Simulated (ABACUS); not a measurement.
Crystal: BN.

```
N B
1.0
     0.00000    1.81300    1.81300
     1.81300    0.00000    1.81300
     1.81300    1.81300    0.00000
N B
1 1
Cartesian
  2.7195 2.7195 2.7195
  0.0000 0.0000 0.0000
```

The cell is a database's computed one.

Base run:

```yaml
Program: ABACUS 3.10.1
Functional: B86bPBE
Potentials_or_basis: GBRV ultrasoft 1.5 PBE
Cutoff: 544 eV
Density_cutoff: 4354 eV
Basis: plane waves
k_mesh: 10 × 10 × 10
Occupations: fermi-dirac, width 0.05 eV
Spin: no spin polarisation
```

Its results: band gap on the k mesh 4.53 eV, indirect (least direct gap 8.80 eV); pressure 0.6 GPa.

Task: The run is repeated on the same cell with these changes: functional from B86bPBE to HCTH407; potentials or basis from GBRV ultrasoft 1.5 PBE to SSSP 1.3 efficiency PBE; cutoff from 544 eV to 748 eV; density cutoff from 4354 eV to 5987 eV. What comes out?

Result: Band gap on the k mesh 4.88 eV, indirect (least direct gap 8.88 eV); pressure -11.2 GPa.

Caveats: the potentials were made for another functional, which shifts forces and pressure.

A k mesh can miss the band edges.

Not every run made on this cell is shown here.
